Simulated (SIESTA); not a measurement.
**Ta2C under changes of volume**

One of the cells (13.774 Å³/atom); the others are scaled copies at fixed shape and fractional positions:

```
CELL_PARAMETERS angstrom
3.10590 0.00000 0.00000
-1.55295 2.68979 0.00000
0.00000 0.00000 4.94640
ATOMIC_POSITIONS crystal
Ta 0.66667 0.33333 0.74799
Ta 0.33333 0.66667 0.25201
C 0.00000 0.00000 0.00000
```

```yaml
Program: SIESTA 5.4.2
Functional: LDA
Potentials_or_basis: PseudoDojo 0.4 standard (LDA files)
Basis: DZP (energy shift 0.003 Ry; two zetas on semicore shells)
Grid_cutoff: 800 Ry
Energy_shift: 0.003 Ry
k_mesh: 10 × 10 × 6
Occupations: fermi-dirac, width 0.05 eV
Spin: no spin polarisation
```

| volume (Å³/atom) | energy over the lowest point (meV/atom) | pressure (GPa) | largest force (eV/Å) |
| --- | --- | --- | --- |
| 12.948 | 14.81 | 11.3 | 0.823 |
| 13.223 | ? | ? | ? |
| 13.499 | 0.00 | -2.2 | 0.409 |
| 13.774 | 8.70 | -7.8 | 0.227 |
| 14.050 | 26.73 | -13.0 | 0.057 |
| 14.325 | 53.12 | -17.6 | 0.102 |
| 14.601 | 87.02 | -21.7 | 0.251 |

Problem. What does the run at 13.223 Å³/atom give?

Solution. Energy over the lowest point 1.65 meV/atom; pressure 4.2 GPa; largest force 0.608 eV/Å.

Worked out: A Birch-Murnaghan fit of order 3 (a polynomial in V^(-2/3)) to the other rows has its minimum at 13.40 Å³/atom with B0 = V·E''(V) = 304 GPa and B' = 4.3 at fixed shape and positions, which overstates the stiffness. It gives 1.64 meV/atom at 13.223 Å³/atom, against the run's 1.65, and -dE/dV = 4.2 GPa, against 4.2.

Energies are extrapolated to zero smearing.

Caveats: short orbitals over semicore shells can move pressures by several GPa; the basis of atomic orbitals isn't converged, which shifts pressures, moduli and gaps.
